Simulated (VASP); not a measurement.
A run of VASP 6.6.1:

Contents of INCAR:

```
ALGO = Fast
DIPOL = 0.5 0.5 0.500
EDIFF = 1E-6
ENCUT = 520
GGA = PE
IDIPOL = 3
ISIF = 2
ISMEAR = 0
LASPH = True
LCHARG = True
LDIPOL = True
LELF = True
LREAL = False
LVACPOTAV = True
LVHAR = True
LWAVE = False
NBANDS = 58
NELM = 60
PREC = Accurate
SIGMA = 0.1
```

File KPOINTS:

```
k-points
0
Gamma
  8 8 1
```

POSCAR

```
Ru
1.0
    2.7060000000      0.0000000000      0.0000000000
    1.3530000000      2.3434647426      0.0000000000
    0.0000000000      0.0000000000     30.2460000000
Ru
7
Direct
    0.0000000000      0.0000000000      0.2887300500
    0.3333333333      0.3333333333      0.3569715312
    0.0000000000      0.0000000000      0.4285828064
    0.3333333333      0.3333333333      0.5000000002
    0.0000000000      0.0000000000      0.5714171912
    0.3333333333      0.3333333333      0.6430284706
    0.0000000000      0.0000000000      0.7112699504
```

Potentials or basis: VASP PAW PBE potentials, release 64 (Ru_pv).

The run is started by

```sh
$ cat potpaw_PBE.64/Ru_pv/POTCAR > POTCAR
$ mpirun -np 1 vasp_std > vasp.out
```

Hardware: 1 thread of AMD EPYC 7R13 Processor (Zen 3) (shared host).

Estimate the wall time of this run.

Wall time 6 min on 1 thread of AMD EPYC 7R13 Processor (Zen 3), with other jobs on the host, peak memory 0.3 GiB. Counts: scf iterations 32, k points 10.
